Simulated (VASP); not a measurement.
Input of a VASP 6.6.1 run:

The input INCAR:

```
AGGAC = 1.0
AGGAX = 1.0
ALDAC = 0.0
ALDAX = 1.0
ALGO = Fast
EDIFF = 1E-6
EDIFFG = -0.02
ENCUT = 600
GGA = B5
IBRION = 2
ISIF = 3
ISMEAR = -1
LASPH = True
LCHARG = False
LREAL = False
LWAVE = False
NELM = 80
NSW = 40
PREC = Accurate
SIGMA = 0.05
```

The input KPOINTS:

```
k-points
0
Gamma
  8 8 8
```

Contents of POSCAR:

```
Ge
1.0
    0.0000000000      2.8289100000      2.8289100000
    2.8289100000      0.0000000000      2.8289100000
    2.8289100000      2.8289100000      0.0000000000
Ge
2
Direct
    0.7500000000      0.7500000000      0.7500000000
    0.5000000000      0.5000000000      0.5000000000
```

Potentials or basis: VASP PAW PBE potentials, release 64 (Ge_d).

Command:

```sh
$ cat potpaw_PBE.64/Ge_d/POTCAR > POTCAR
$ mpirun -np 1 vasp_std > vasp.out
```

(1) What does it give for the space group after relaxing (to 0.05 Å)?

(2) Estimate the relaxed cell.

(3) What does it give for the band gap on the k mesh?

Results:

(1) Fd-3m (No. 227).

(2) a = 4.168 Å, b = 4.168 Å, c = 4.168 Å, α = 60.00°, β = 60.00°, γ = 60.00°.

(3) none (metal or under the smearing width).

Caveat: the PAW data sets were made with another functional, which shifts forces and pressure a little; the volume moved by +13 % from the deposited cell, more than functionals usually miss; this crystal is a semiconductor, whose small gap the functional closes, so the metal is an error of the method.

The cell as given is a measured one (22.64 Å³/atom); BLYP puts the equilibrium volume +13.1 % from it, thermal expansion not counted.
